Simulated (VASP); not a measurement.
Here is a VASP 6.6.1 calculation.

File INCAR:

```
SYSTEM = HfS2
ALGO = Normal ; EDIFF = 1E-6
ENCUT = 520 ; GGA = PE
ISIF = 2 ; ISMEAR = 0
KPAR = 4 ; LASPH = .True.
LCHARG = .False. ; LMAXMIX = 4
LREAL = .False. ; LWAVE = .False.
NELM = 80 ; PREC = Accurate
SIGMA = 0.03
```

The input KPOINTS:

```
k-points
0
Gamma
  6 6 3
  0 0 0
```

File POSCAR:

```
HfS2                                    
1.0
    3.5993616643      0.0000000000      0.0000000000
   -1.7996808321      3.1171386387     -0.0000000000
    0.0000000000     -0.0000000000      5.7653282268
  Hf              S             
     1     2
Direct
     0.0000000000000000    0.0000000000000000    1.0000000000000000
     0.6666666699999979    0.3333333300000021    0.7478869565154750
     0.3333333300000021    0.6666666699999979    0.2521130434845251
```

The input KPOINTS_OPT:

```
explicit points
6
Reciprocal
 0.0000000000  0.0000000000  0.0000000000 1
 0.0000000000  0.0000000000  0.5000000000 1
 0.3333333333  0.3333333333  0.5000000000 1
 0.3333333333  0.3333333333  0.0000000000 1
 0.5000000000  0.0000000000  0.5000000000 1
 0.5000000000  0.0000000000  0.0000000000 1
```

Potentials or basis: VASP PAW PBE potentials, release 64 (Hf_pv, S).

The run is started by

```console
$ cat potpaw_PBE.64/Hf_pv/POTCAR potpaw_PBE.64/S/POTCAR > POTCAR
$ mpirun -np 4 vasp_std > vasp.out
```

Q: Predict the largest force.

A: 0.021 eV/Å.

Q: Estimate the band gap along the path.

A: 0.87 eV, indirect (least direct gap 1.82 eV).

Stress tensor (GPa, compression positive):
```
2.84 0.00 0.00
0.00 2.84 0.00
0.00 0.00 2.72
```

Caveat: spin-orbit coupling is left out, which moves the levels of the heavy elements; this functional lacks dispersion, which binds the layers, so the pressure and a relaxed spacing across them are unreliable.

**What was measured.**

“Stress-Tuned Optical Transitions in Layered 1T-MX2 (M=Hf, Zr, Sn; X=S, Se) Crystals”, 2022, pmc:9565717 quotes, for a bulk crystal of HfS2: band gap 1.96 eV (indirect).

Against the measured gap of HfS2, 1.96 eV (indirect; quoted in “Stress-Tuned Optical Transitions in Layered 1T-MX2 (M=Hf, Zr, Sn; X=S, Se) Crystals”, 2022, pmc:9565717), the calculated 0.87 eV is off by -1.09 eV. So large a miss can be the level of theory's own, or it may mean another phase, state or a wrong row. Spin-orbit coupling on Hf is left out. The value is that of PBE, without temperature or zero-point motion. Semilocal functionals fall short of measured gaps as a rule. The cell is a database's relaxed one, not the measured one, which moves gaps too.
